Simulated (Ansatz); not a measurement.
**TiO2: band structure with RPBE**

Crystal: TiO2.

```
Ti O
1.0
     2.70603   -2.70666    0.00000
     2.70603    2.70666    0.00000
    -2.63353    0.00000    4.79664
Ti O
2 4
Direct
  0.86589 0.13411 0.75000
  0.13411 0.86589 0.25000
  0.08876 0.33122 0.16715
  0.91124 0.66878 0.83285
  0.66878 0.91124 0.33285
  0.33122 0.08876 0.66715
```

The cell is a database's computed one.

* Program: Ansatz 0.2.0
* Task: band structure
* Functional: RPBE
* Potentials or basis: Ansatz PAW
* Cutoff: 420 eV (not typed: the program's choice for these potentials)
* k mesh: 8 × 8 × 6
* Occupations: fermi-dirac, width 0.05 eV
* Spin: no spin polarisation
* Path: [["G", "Y", "F", "L", "I"], ["I1", "Z", "H", "F1"], ["H1", "Y1", "X", "G", "N"], ["M", "G"]]
* Points for each segment of the path: 14

| Property | Result |
| --- | --- |
| Pressure | 2.8 GPa |
| Largest force | 0.065 eV/Å |
| Band gap on the k mesh | 2.12 eV, indirect (least direct gap 2.45 eV) |
| Band gap along the path | 2.08 eV, indirect (least direct gap 2.54 eV) |

Forces in eV/Å, atoms in the order of the input:
```
Ti   0.000 -0.047  0.000
Ti   0.000  0.047  0.000
O    0.008  0.030 -0.057
O   -0.008 -0.030  0.057
O   -0.008  0.030  0.057
O    0.008 -0.030 -0.057
```

Stress tensor (GPa, compression positive):
```
 2.58  0.00 -0.22
 0.00  2.55  0.00
-0.22  0.00  3.14
```

Levels at the corners of the path, in eV from the valence-band top:
| point | band 20 | band 21 | band 22 | band 23 | band 24 | band 25 | band 26 | band 27 | band 28 | band 29 |
| --- | --- | --- | --- | --- | --- | --- | --- | --- | --- | --- |
| Γ | -0.82 | -0.78 | -0.75 | -0.47 | -0.46 | 2.08 | 2.78 | 3.81 | 3.82 | 3.86 |
| Y | -2.76 | -1.99 | -1.53 | -0.17 | -0.09 | 3.25 | 3.33 | 3.44 | 3.79 | 4.63 |
| F | -2.86 | -1.63 | -1.52 | -0.28 | -0.17 | 3.32 | 3.47 | 3.48 | 3.60 | 4.66 |
| L | -2.59 | -2.01 | -2.01 | -0.06 | -0.06 | 3.24 | 3.24 | 3.68 | 3.68 | 4.69 |
| I | -2.68 | -1.85 | -1.85 | -0.10 | -0.10 | 3.21 | 3.21 | 3.63 | 3.63 | 4.58 |
| I1 | -2.68 | -1.85 | -1.85 | -0.10 | -0.10 | 3.21 | 3.21 | 3.63 | 3.63 | 4.58 |
| Z | -1.33 | -1.26 | -1.26 | -0.16 | -0.16 | 2.42 | 2.42 | 3.64 | 3.64 | 4.07 |
| H | -2.52 | -1.96 | -1.74 | -0.09 | -0.08 | 3.19 | 3.23 | 3.47 | 3.78 | 4.56 |
| F1 | -2.86 | -1.63 | -1.52 | -0.28 | -0.17 | 3.32 | 3.47 | 3.48 | 3.60 | 4.66 |
| H1 | -2.52 | -1.96 | -1.74 | -0.09 | -0.08 | 3.19 | 3.23 | 3.47 | 3.78 | 4.56 |
| Y1 | -2.76 | -1.99 | -1.53 | -0.17 | -0.09 | 3.25 | 3.33 | 3.44 | 3.79 | 4.63 |
| X | -2.45 | -2.16 | -1.86 | -0.05 | -0.04 | 3.22 | 3.26 | 3.51 | 3.85 | 4.66 |
| Γ | -0.82 | -0.78 | -0.75 | -0.47 | -0.46 | 2.08 | 2.78 | 3.81 | 3.82 | 3.86 |
| N | -1.95 | -1.86 | -0.91 | -0.89 | -0.65 | 3.21 | 3.36 | 3.38 | 3.61 | 4.09 |
| M | -1.89 | -1.86 | -0.90 | -0.89 | -0.65 | 3.07 | 3.45 | 3.49 | 3.50 | 4.16 |
| Γ | -0.82 | -0.78 | -0.75 | -0.47 | -0.46 | 2.08 | 2.78 | 3.81 | 3.82 | 3.86 |

Run time: 18 s on 2 threads of Intel(R) Xeon(R) Processor @ 2.70GHz (shared host), peak memory 0.53 GiB.

Caveat: the pressure holds a Pulay correction of +0.6 GPa for the finite cutoff; the PAW data sets come from PBE, with cores solved anew for the run's functional, which leaves a small shift of forces and pressure. RPBE gaps usually lie below the measured ones, often by a third to a half.
